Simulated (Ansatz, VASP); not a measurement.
One calculation of CdS (Hawleyite), two programs

```
Cd S
1.0
     0.00000    2.91650    2.91650
     2.91650    0.00000    2.91650
     2.91650    2.91650    0.00000
Cd S
1 1
Direct
  0.00000 0.00000 0.00000
  0.25000 0.25000 0.25000
```

Alike in both runs: task single point; functional r2SCAN; k mesh 6 × 6 × 6; no spin polarisation.

|  | VASP | Ansatz |
| --- | --- | --- |
| version | VASP 6.6.1 | Ansatz 0.2.0 |
| potentials or method | VASP PAW PBE potentials, release 64 (Cd, S) | plane waves, PAW |
| plane-wave cutoff (eV) | 520 | 571 |
| occupations | gaussian, width 0.01 eV | fixed |
| valence electrons in the cell | 18 | 26 |

|  | VASP | Ansatz | Ansatz less VASP |
| --- | --- | --- | --- |
| pressure (GPa) | 1.8 | 1.5 | -0.34 |

The two sets of potentials don't hold the same shells in valence.

Caveats: the PAW data sets were made with another functional, which shifts forces and pressure a little (VASP). r2SCAN opens gaps a little over a GGA but as a rule still falls short of measured ones.
